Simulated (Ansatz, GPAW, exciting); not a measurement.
# One calculation of GaAs, 3 ways

```
CELL_PARAMETERS angstrom
3.99777 0.00000 0.00000
1.99888 3.46217 0.00000
1.99888 1.15406 3.26417
ATOMIC_POSITIONS crystal
As 0.75000 0.75000 0.75000
Ga 0.00000 0.00000 0.00000
```

Alike in all runs: task single point; functional PBE; k mesh 8 × 8 × 8; occupations gaussian, width 0.05 eV; no spin polarisation; no spin-orbit coupling. Pressure is positive in compression and, in plane waves, holds the error of the finite cutoff, which Ansatz's Pulay term estimates and takes out.

| program and potentials | plane-wave cutoff (eV) | notes | band gap (eV) | pressure (GPa) |
| --- | --- | --- | --- | --- |
| Ansatz, Ansatz PAW | 420 | 14 valence electrons an atom on average | ? | ? |
| GPAW, GPAW PAW data sets (gpaw-data 1.2.1) | 600 | 4 valence electrons an atom on average | 0.59 | 4.33 |
| exciting, all-electron LAPW+lo, shipped species files, valence relativity iora* | - | - | 0.51 | - |

Q: Estimate from the other rows what the run with Ansatz, Ansatz PAW gave.

A: Band gap 0.52 eV; pressure 3.27 GPa. Its pressure holds a Pulay term of +0.03 GPa. The other rows, which needn't bracket it: band gap 0.51 to 0.59; pressure 4.33.
